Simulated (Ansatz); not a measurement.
# MoS2: the cell at several levels of theory, part 1 of 2

How does the equilibrium cell of MoS2, CdI2 type depend on the functional? It is relaxed with PBE-D3(BJ) and r2SCAN+rVV10. This is a trial cell built on a prototype, not taken from a measured structure, and it needn't be the compound's ground state.

Code: Ansatz 0.2.0. PAW datasets, plane waves, zero pressure. These are computed values for a spin-unpolarised cell that may be hypothetical; none is a measurement.

**1. The cell**

This is the cell as the run starts from it, not yet at rest; its lengths are not the crystal's.

It is trigonal, P-3m1 (No. 164); conventional cell a = 3.878 Å, c = 6.069 Å, 26.34 Å³ an atom. Around Mo lie 6 S at 2.74 Å; around S lie 3 Mo at 2.74 Å.

Structure file:

```cif
data_structure
_symmetry_space_group_name_H-M 'P 1'
_symmetry_Int_Tables_number 1
_cell_length_a 3.8778
_cell_length_b 3.8778
_cell_length_c 6.0689
_cell_angle_alpha 90.000
_cell_angle_beta 90.000
_cell_angle_gamma 120.000
_cell_volume 79.03
loop_
_atom_site_label
_atom_site_type_symbol
_atom_site_fract_x
_atom_site_fract_y
_atom_site_fract_z
_atom_site_occupancy
Mo1 Mo 0.00000 0.00000 0.00000 1
S1 S 0.33333 0.66667 0.25964 1
S2 S 0.66667 0.33333 0.74036 1
```

**2. Relaxation with PBE-D3(BJ)**

input.yaml

```yaml
crystal:
  lattice:
    - [3.87781268, 0.0, 0.0]
    - [-1.93890634, 3.358284292, 0.0]
    - [0.0, 0.0, 6.068905516]
  atoms:
    - { symbol: Mo, position: [0.0, 0.0, 0.0] }
    - { symbol: S, position: [0.3333333333, 0.6666666667, 0.2596354077] }
    - { symbol: S, position: [0.6666666667, 0.3333333333, 0.7403645923] }
kpoints:
  mp_grid: { grid: [12, 12, 4] }
hamiltonian:
  xc: pbe
  dispersion: d3bj
scf:
  occupations: { method: fermi_dirac, width: 0.02 }
relax:
  f_tol: 0.005
  cell: {}
```

Command:

```console
$ ansatz run input.yaml --threads 2 --pin off --max-ram 2211MiB --backend cpu --events-out ev --progress --plain --runs-dir out
```

Log:

```text
Warning: RAYON_NUM_THREADS=2 ignored (pool sized by the plan → 2); use --threads N
Engine: ansatz 0.2.0, aarch64-unknown-linux-gnu
Pseudopotentials: kind: paw
Pseudopotential: Mo, paw, valence charge 14, recommended cutoff 420 eV (normal), Mo.paw.azcp
Pseudopotential: S, paw, valence charge 6, recommended cutoff 420 eV (normal), S.paw.azcp
Functional definition: PBE
  parameter kappa = 0.804
  parameter beta = 0.06672455060314922
  exchange = pbe_x(kappa = kappa, mu = beta*pi^2/3)
  correlation = pbe_c(beta = beta)
Crystal: 3 atoms, lattice volume = 79.034 Å³
Basis set: ecut = 420 eV, 1533 PW (Γ), exchange–correlation on 54×54×90 points (8 copies of the dense FFT grid, shifted against one another)
Bands: 17, of which v1, the nominal top of the filled ones, is band 13 counted from 1 (12 counted from 0)
Symmetry: 12 space group operations
Space group: P-3m1 (ITA 164), of the structure as read, at distance tolerance 4.3e-5 Å
k-points: 69 of 576
Non-local potential: Mo, projectors of the file, l = 0: 3, l = 1: 2, l = 2: 2, l = 3: 1
Non-local potential: S, projectors of the file, l = 0: 2, l = 1: 2, l = 2: 2
PAW form: soft (Blöchl's): semilocal exchange-correlation on the pseudo side does not see the compensation charge
PAW one-centre angular grid: Mo, 590 points (default); XC on 64 Gauss nodes
PAW one-centre angular grid: S, 110 points (default); XC on 64 Gauss nodes
Initial density: superposition of atomic densities (neutral atoms: chi_scale 0, normalization atom), corrected by the library's trained network
Initial wavefunctions: pseudopotential atomic-orbital guess
Functional: x = pbe(κ = 0.804, μ = 0.2195149727645171), c = pbe(β = 0.06672455060314922)
SCF iter   1: F=—  HF=-6760.381903 eV  |F-HF|=—  |Δ(HF+E_count)|=         —  Δρ=9.92e-3  dr2=6.08e-2  ethr=1.77e-3  ⟨swp⟩=6.0  Hψ=5818  notcnv=0
preconditioner: auto → LDOS  [metal: Δε(μ)=0.006 eV  Ē_g=5.624 eV  σ=0.020 eV  W_gap=0.08  n_scr=22 (ndim 8)  ℏωp=17.7 eV  f_vac=0.026  D(μ)=3.85/eV (n_scr^D=34)  β→1.0]
SCF iter   2: F=—  HF=-6760.381189 eV  |F-HF|=—  |Δ(HF+E_count)|=   7.14e-4  Δρ=7.72e-3  dr2=2.97e-2  ethr=2.34e-4  ⟨swp⟩=2.0  Hψ=2691  notcnv=0
SCF iter   3: F=—  HF=-6760.374850 eV  |F-HF|=—  |Δ(HF+E_count)|=   6.34e-3  Δρ=1.72e-3  dr2=1.53e-3  ethr=1.14e-4  ⟨swp⟩=3.0  Hψ=2292  notcnv=0
SCF iter   4: F=—  HF=-6760.374648 eV  |F-HF|=—  |Δ(HF+E_count)|=   2.02e-4  Δρ=3.96e-4  dr2=1.08e-4  ethr=5.89e-6  ⟨swp⟩=1.9  Hψ=1769  notcnv=0
SCF iter   5: F=—  HF=-6760.374670 eV  |F-HF|=—  |Δ(HF+E_count)|=   2.16e-5  Δρ=9.68e-5  dr2=9.03e-6  ethr=4.16e-7  ⟨swp⟩=2.0  Hψ=1646  notcnv=0
SCF iter   6: F=—  HF=-6760.374587 eV  |F-HF|=—  |Δ(HF+E_count)|=   8.30e-5  Δρ=2.84e-5  dr2=6.44e-7  ethr=3.47e-8  ⟨swp⟩=2.0  Hψ=1655  notcnv=0
SCF iter   7: F=-6760.374587 eV  HF=-6760.374587 eV  |F-HF|=8.95e-9  |Δ(HF+E_count)|=   1.54e-7  Δρ=5.28e-6  dr2=1.27e-8  ethr=3.85e-10  ⟨swp⟩=4.1  Hψ=4107  notcnv=0
SCF 1 converged in 7 iterations: F = -6760.374587 eV  dr2 = 1.27e-8
relax step   1: F+E_penalty+E_count = -6760.37458714 eV  Δ(F+E_penalty+E_count) = +0.000e0 eV  max|allowed force component| = 2.427e0 eV/Å  Δτ_max = 0.0000 Å  P = -23.165 GPa  Ω = 79.034 Å³  (7 SCF iters, dr2 threshold 1.00e-7 eV, accepted)
Crystal: 3 atoms, lattice volume = 69.499 Å³
Basis set: ecut = 420 eV, 1387 PW (Γ), exchange–correlation on 54×54×90 points (8 copies of the dense FFT grid, shifted against one another)
Initial density: handed on by an earlier stage of this run
Initial wavefunctions: those handed on with the density
iter 1 solved again at ethr=1.95e-4 eV; its pass at ethr=3.10e-3 eV (dr2=5.06e-2 eV) is discarded
SCF iter   1: F=—  HF=-6761.968208 eV  |F-HF|=—  |Δ(HF+E_count)|=         —  Δρ=8.28e-3  dr2=5.12e-2  ethr=1.95e-4  ⟨swp⟩=1.0  Hψ=7994  notcnv=0
preconditioner: auto → LDOS  [metal: Δε(μ)=0.044 eV  Ē_g=6.664 eV  σ=0.020 eV  W_gap=0.42  n_scr=22 (ndim 8)  ℏωp=18.9 eV  f_vac=0.033  D(μ)=2.09/eV (n_scr^D=22)  β→1.0]
SCF iter   2: F=—  HF=-6761.962488 eV  |F-HF|=—  |Δ(HF+E_count)|=   5.72e-3  Δρ=4.32e-3  dr2=1.95e-2  ethr=1.95e-4  ⟨swp⟩=2.2  Hψ=2090  notcnv=0
SCF iter   3: F=—  HF=-6761.956671 eV  |F-HF|=—  |Δ(HF+E_count)|=   5.82e-3  Δρ=9.20e-4  dr2=1.14e-3  ethr=7.49e-5  ⟨swp⟩=2.1  Hψ=2062  notcnv=0
SCF iter   4: F=—  HF=-6761.956384 eV  |F-HF|=—  |Δ(HF+E_count)|=   2.87e-4  Δρ=3.13e-4  dr2=6.80e-5  ethr=4.37e-6  ⟨swp⟩=2.0  Hψ=1640  notcnv=0
SCF iter   5: F=—  HF=-6761.956337 eV  |F-HF|=—  |Δ(HF+E_count)|=   4.68e-5  Δρ=6.95e-5  dr2=2.07e-6  ethr=2.62e-7  ⟨swp⟩=2.2  Hψ=2024  notcnv=0
SCF iter   6: F=-6761.956339 eV  HF=-6761.956339 eV  |F-HF|=6.20e-8  |Δ(HF+E_count)|=   1.82e-6  Δρ=1.57e-5  dr2=1.37e-7  ethr=1.15e-9  ⟨swp⟩=5.0  Hψ=4520  notcnv=0
WARN: dispersion: an atom stands within reach of a switch of its C6 between two reference coordination numbers of its element: through that C6 alone, e_disp changes by 0.025 eV or more while the distances to its neighbours run over a stretch of 0.05 Å that contains this geometry (sites counted from 0 in the run's list of atoms or, in a supercell that it derives, in that cell's: here a list of 3) — site 0 (Mo): coordination number 6.733 (about 6.47 to 7.00 with every neighbour 0.05 Å farther or nearer), switch near 6.499 between the references 11.056 (weight 1.00) and 1.942 (weight 0.00), e_disp changing by some 0.15 eV. This is how the published method behaves, and the energy and the forces stay consistent. Where you compare this geometry's total energy with another's, compare their components.e_disp too, and, where the geometries are yours to choose, keep both on one side of the switch, which a site's coordination number tells: a relaxation that ends in reach of it can search the other side under relax.adjacent_minimum: search, except where no move that the cell, the constraints and the symmetry allow carries the atom there
SCF 2 converged in 6 iterations: F = -6761.956339 eV  dr2 = 1.37e-7
relax step   2: F+E_penalty+E_count = -6761.95633923 eV  Δ(F+E_penalty+E_count) = -1.582e0 eV  max|allowed force component| = 5.945e-1 eV/Å  Δτ_max = 0.1468 Å  P = -15.119 GPa  Ω = 69.499 Å³  energy of the carried Pulay correction = +5.420e-4 eV  (6 SCF iters, dr2 threshold 3.00e-7 eV, accepted)
Crystal: 3 atoms, lattice volume = 62.135 Å³
Basis set: ecut = 420 eV, 1201 PW (Γ), exchange–correlation on 54×54×90 points (8 copies of the dense FFT grid, shifted against one another)
iter 1 solved again at ethr=1.97e-4 eV; its pass at ethr=3.10e-3 eV (dr2=5.13e-2 eV) is discarded
SCF iter   1: F=—  HF=-6762.659793 eV  |F-HF|=—  |Δ(HF+E_count)|=         —  Δρ=5.98e-3  dr2=5.18e-2  ethr=1.97e-4  ⟨swp⟩=1.2  Hψ=8249  notcnv=0
preconditioner: auto → LDOS  [metal: Δε(μ)=0.029 eV  Ē_g=7.353 eV  σ=0.020 eV  W_gap=0.34  n_scr=22 (ndim 8)  ℏωp=20.0 eV  f_vac=0.023  D(μ)=1.96/eV (n_scr^D=22)  β→1.0]
SCF iter   2: F=—  HF=-6762.659854 eV  |F-HF|=—  |Δ(HF+E_count)|=   6.13e-5  Δρ=5.25e-3  dr2=4.78e-2  ethr=1.97e-4  ⟨swp⟩=3.0  Hψ=2203  notcnv=0
SCF iter   3: F=—  HF=-6762.648602 eV  |F-HF|=—  |Δ(HF+E_count)|=   1.13e-2  Δρ=8.75e-4  dr2=6.75e-4  ethr=1.84e-4  ⟨swp⟩=2.1  Hψ=1937  notcnv=0
SCF iter   4: F=—  HF=-6762.648531 eV  |F-HF|=—  |Δ(HF+E_count)|=   7.13e-5  Δρ=2.81e-4  dr2=7.55e-5  ethr=2.60e-6  ⟨swp⟩=2.0  Hψ=1773  notcnv=0
SCF iter   5: F=—  HF=-6762.648527 eV  |F-HF|=—  |Δ(HF+E_count)|=   4.30e-6  Δρ=7.64e-5  dr2=3.18e-6  ethr=2.90e-7  ⟨swp⟩=2.1  Hψ=1791  notcnv=0
SCF iter   6: F=-6762.648528 eV  HF=-6762.648528 eV  |F-HF|=1.63e-7  |Δ(HF+E_count)|=   1.23e-6  Δρ=2.01e-5  dr2=2.97e-7  ethr=1.15e-9  ⟨swp⟩=5.0  Hψ=4460  notcnv=0
SCF 3 converged in 6 iterations: F = -6762.648528 eV  dr2 = 2.97e-7
relax step   3: F+E_penalty+E_count = -6762.64852792 eV  Δ(F+E_penalty+E_count) = -6.922e-1 eV  max|allowed force component| = 6.128e-1 eV/Å  Δτ_max = 0.0038 Å  P = -6.744 GPa  Ω = 62.135 Å³  energy of the carried Pulay correction = +1.011e-3 eV  (6 SCF iters, dr2 threshold 3.00e-7 eV, accepted)
[... 11 lines left out ...]
relax step   4: F+E_penalty+E_count = -6763.12656583 eV  Δ(F+E_penalty+E_count) = -4.780e-1 eV  max|allowed force component| = 3.086e-1 eV/Å  Δτ_max = 0.1210 Å  P = -3.982 GPa  Ω = 55.648 Å³  energy of the carried Pulay correction = +1.467e-3 eV  (6 SCF iters, dr2 threshold 3.00e-7 eV, accepted)
[... 12 lines left out ...]
relax step   5: F+E_penalty+E_count = -6763.22093563 eV  Δ(F+E_penalty+E_count) = -9.437e-2 eV  max|allowed force component| = 2.096e-1 eV/Å  Δτ_max = 0.1507 Å  P = +2.553 GPa  Ω = 48.386 Å³  energy of the carried Pulay correction = +2.032e-3 eV  (6 SCF iters, dr2 threshold 3.00e-7 eV, accepted)
[... 11 lines left out ...]
relax step   6: F+E_penalty+E_count = -6763.24877443 eV  Δ(F+E_penalty+E_count) = -2.784e-2 eV  max|allowed force component| = 2.904e-2 eV/Å  Δτ_max = 0.0624 Å  P = -0.556 GPa  Ω = 51.177 Å³  energy of the carried Pulay correction = +1.807e-3 eV  (6 SCF iters, dr2 threshold 3.00e-7 eV, accepted)
[... 12 lines left out ...]
relax step   7: F+E_penalty+E_count = -6763.25012614 eV  Δ(F+E_penalty+E_count) = -1.352e-3 eV  max|allowed force component| = 4.809e-3 eV/Å  Δτ_max = 0.0090 Å  P = -0.037 GPa  Ω = 50.717 Å³  energy of the carried Pulay correction = +1.843e-3 eV  (6 SCF iters, dr2 threshold 3.00e-7 eV, accepted)
[... 12 lines left out ...]
relax step   8: F+E_penalty+E_count = -6763.25014706 eV  Δ(F+E_penalty+E_count) = -2.092e-5 eV  max|allowed force component| = 1.724e-3 eV/Å  Δτ_max = 0.0007 Å  P = -0.005 GPa  Ω = 50.681 Å³  energy of the carried Pulay correction = +1.846e-3 eV  (6 SCF iters, dr2 threshold 1.42e-8 eV, accepted)
Basis set: ecut = 420 eV, 991 PW (Γ), exchange–correlation on 48×48×80 points (8 copies of the dense FFT grid, shifted against one another)
Initial wavefunctions: pseudopotential atomic-orbital guess (no wavefunctions were taken with the density)
iter 1 solved again at ethr=1.82e-7 eV; its pass at ethr=3.10e-3 eV (dr2=4.73e-5 eV) is discarded
SCF iter   1: F=—  HF=-6763.248447 eV  |F-HF|=—  |Δ(HF+E_count)|=         —  Δρ=3.43e-4  dr2=6.77e-6  ethr=1.82e-7  ⟨swp⟩=3.1  Hψ=9751  notcnv=0
preconditioner: auto → none  [insulator: Δε(μ)=0.070 eV  Ē_g=8.006 eV  σ=0.020 eV  W_gap=0.66  n_scr=10 (ndim 8)  ℏωp=22.1 eV  f_vac=0.003  D(μ)=1.18/eV (n_scr^D=2)  ε∞_Penn≈8.6]
SCF iter   2: F=—  HF=-6763.248509 eV  |F-HF|=—  |Δ(HF+E_count)|=   6.22e-5  Δρ=1.68e-4  dr2=1.48e-6  ethr=2.61e-8  ⟨swp⟩=2.0  Hψ=1752  notcnv=0
SCF iter   3: F=—  HF=-6763.248512 eV  |F-HF|=—  |Δ(HF+E_count)|=   2.78e-6  Δρ=1.28e-5  dr2=4.93e-8  ethr=5.69e-9  ⟨swp⟩=2.0  Hψ=2011  notcnv=0
SCF iter   4: F=—  HF=-6763.248512 eV  |F-HF|=—  |Δ(HF+E_count)|=   8.29e-9  Δρ=4.65e-6  dr2=1.73e-8  ethr=1.90e-10  ⟨swp⟩=2.0  Hψ=1994  notcnv=0
SCF iter   5: F=—  HF=-6763.248512 eV  |F-HF|=—  |Δ(HF+E_count)|=  8.79e-10  Δρ=1.68e-6  dr2=9.37e-10  ethr=6.65e-11  ⟨swp⟩=2.4  Hψ=1569  notcnv=0
SCF iter   6: F=—  HF=-6763.248512 eV  |F-HF|=—  |Δ(HF+E_count)|=  1.61e-10  Δρ=2.40e-7  dr2=4.50e-11  ethr=3.60e-12  ⟨swp⟩=2.1  Hψ=1867  notcnv=0
SCF iter   7: F=-6763.248512 eV  HF=-6763.248512 eV  |F-HF|=9.09e-13  |Δ(HF+E_count)|=    0.00e0  Δρ=3.01e-8  dr2=5.57e-13  ethr=1.00e-12  ⟨swp⟩=6.0  Hψ=5049  notcnv=0
SCF 9 converged in 7 iterations: F = -6763.248512 eV  dr2 = 5.57e-13
relax step   9: F+E_penalty+E_count = -6763.24851187 eV  Δ(F+E_penalty+E_count) = +1.635e-3 eV  max|allowed force component| = 9.828e-4 eV/Å  Δτ_max = 0.0000 Å  P = -0.005 GPa  Ω = 50.681 Å³  stress off target by 1.59e-2 GPa  SCF on the basis re-selected at this cell (its energy is not comparable with the rows above)  (7 SCF iters)
basis re-selected at this cell: Δ(F+E_penalty+E_count) = +1.635e-3 eV, ΔP = -0.000 GPa vs the last step (what re-selecting the basis moved, of the pressure what is left beyond the Pulay correction that the steps carried, after the strain that the cell walked since its last selection, with what the two solves' SCF thresholds leave and, on support functions, any second-order correction that the steps lacked; it is no measure of the basis error at this ecutwfc). The dense FFT grid was sized anew with the basis: this SCF ran on 24×24×40 points, the steps before it on 27×27×45, so part of this shift can come from that change (see relax.cell in the input reference). This SCF's stress stands 1.59e-2 GPa from its target on what of the cell is left free (relax.cell.stress_tol is 5.00e-2 GPa) and its largest allowed force component is 9.83e-4 eV/Å (relax.f_tol is 5.00e-3 eV/Å): within both
SCF converged after 7 iterations
Free energy (F): -6763.248512 eV
Harris-Foulkes:  -6763.248512 eV  (|F-HF|=9.09e-13)
Internal energy: -6763.246849 eV  (E = F + TS)
E sigma→0 (E₀):  -6763.247680 eV
Entropy (-TS):   -0.001663 eV (-0.554 meV/atom)
Fermi energy:    12.091647 eV
--- Per-component energies (eV) ---
  E_band       = -131.432356
  E_kinetic    = 656.529038
  E_local      = -1714.978980  (includes V_loc(G=0)·N_el)
  E_nonlocal   = 199.670339
  E_hartree    = 642.955179
  E_xc         = -378.523714
  E_vxc        = -405.078914  (∫ρ·V_xc dr)
  E_paw        = -4401.638442  (= ΣΔE_a)
  E_vpaw       = -153.484219  (= ΣTr[D̂ρ^β])
  E_aug_tail   = 0.000048  (compensation charges beyond the density's cutoff)
  E_ewald      = -1765.908978
  E_disp       = -1.351338  (pairwise vdW)
  E_smearing   = -0.001663  (= −TS)
  E_closure    = -0.000000  (closes the sum)
  Σ components = -6763.248512   (vs F -6763.248512, Δ=0.00e0)
--- Forces (eV/Å), atoms counted from 1 ---
  atom   1  Mo     0.00000000    -0.00000000     0.00000000
  atom   2  S     -0.00000000     0.00000000    -0.00098285
  atom   3  S      0.00000000    -0.00000000     0.00098285
  max |Σ_I F_I| component: 2.17e-19 eV/Å
--- Stress (GPa, compression-positive) ---
       -0.015939      -0.000000       0.000000
       -0.000000      -0.015939      -0.000000
        0.000000      -0.000000       0.015547
  P = ⅓ Tr σ = -0.0054 GPa (-0.054 kbar)
--- Relaxed structure (8 steps of the walk, 8 accepted, 1 SCFs on fresh bases) ---
  F+E_penalty+E_count = -6763.24851187 eV   max|allowed force component| = 9.828e-4 eV/Å   (the final SCF, on the basis selected at the relaxed cell)
  cell:  # Å, volume = 50.6813 Å³
    - [3.1754349285262586, -6.381075094558801e-33, -1.1176069794574072e-16]
    - [-1.5877174642631293, 2.7500073161681637, 2.794017448643519e-17]
    - [-1.749092006771855e-16, -5.049193704735777e-17, 5.8037771898042285]
  atoms:
    - { symbol: Mo, position: [-5.354201464137316e-34, -2.747955061113407e-35, -1.5363789498441316e-18] }
    - { symbol: S, position: [0.3333333333333333, 0.6666666666666666, 0.270920076541345] }
    - { symbol: S, position: [0.6666666666666665, 0.3333333333333333, 0.7290799234586548] }
```

It took 16 s on 2 threads of Arm Neoverse V2, shared host; peak memory 0.4 GiB.

The steps:

```csv
step,energy change (meV/atom),largest force (eV/Å),pressure (GPa),volume (Å³/atom)
1,0.0,2.4269,-23.17,26.345
2,-527.3,0.5945,-15.12,23.166
3,-758.0,0.6128,-6.74,20.712
4,-917.3,0.3086,-3.98,18.549
5,-948.8,0.2096,2.55,16.129
6,-958.1,0.0290,-0.56,17.059
7,-958.5,0.0048,-0.04,16.906
8,-958.5,0.0017,-0.01,16.894
9,-958.0,0.0010,-0.01,16.894
```

Step 9 solves the same cell on a plane-wave basis chosen anew, so the energy can jump there without a move.

The table lists every geometry solved, with passes on a fresh basis, whose energies don't compare exactly with the rows above.

```
                       before   after    change
                a (Å)   3.878   3.175  -18.11 %
                c (Å)   6.069   5.804   -4.37 %
     volume (Å³/atom)  26.345  16.894  -35.87 %
shortest distance (Å)   2.738   2.415  -11.78 %
          space group   P-3m1   P-3m1      same
```

(Continued in part 2 of 2.)
